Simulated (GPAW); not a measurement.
# CoO in GPAW: the effect of starting spin order

Crystal: CoO.

```
CELL_PARAMETERS angstrom
3.01094 1.73837 4.87985
-1.50547 0.86918 2.43993
0.00000 -1.73837 2.43993
ATOMIC_POSITIONS crystal
Co 0.00000 0.00000 0.00000
Co 0.50000 0.00000 0.00000
O 0.25000 0.50000 0.50000
O 0.75000 0.50000 0.50000
```

The cell is a database's computed one.

Alike in all runs:

| Property | Result |
| --- | --- |
| Program | GPAW 26.7.0 |
| Task | single point |
| Functional | PBEsol |
| Potentials or basis | PAW data sets generated in the run's folder for this functional |
| Cutoff | 800 eV |
| Basis | pw |
| k mesh | 4 × 7 × 7 |
| Occupations | fermi-dirac, width 0.05 eV |

```csv
starting spin order,spin,starting moments,energy over the lowest run (meV/atom),pressure (GPa),final net moment (μB),final largest site moment (μB)
nm,no spin polarisation,-,?,?,?,?
fm,"collinear spin, ferromagnetic start","[2.0, 2.0, 0.0, 0.0] μB",74.5,-8.3,5.87,2.52
afm,"collinear spin, antiferromagnetic start","[2.0, -2.0, 0.0, 0.0] μB",0.0,-11.5,0.00,2.39
fm  larger moments,"collinear spin, ferromagnetic start","[3.5, 3.5, 0.0, 0.0] μB",74.5,-8.3,5.87,2.52
afm larger moments,"collinear spin, antiferromagnetic start","[3.5, -3.5, 0.0, 0.0] μB",0.0,-11.5,0.00,2.39
```

What does the run with starting spin order nm give?

Energy over the lowest run 310.6 meV/atom; pressure -26.5 GPa; final net moment 0.00 μB; final largest site moment 0.00 μB.

Caveats: all runs use coarse meshes.
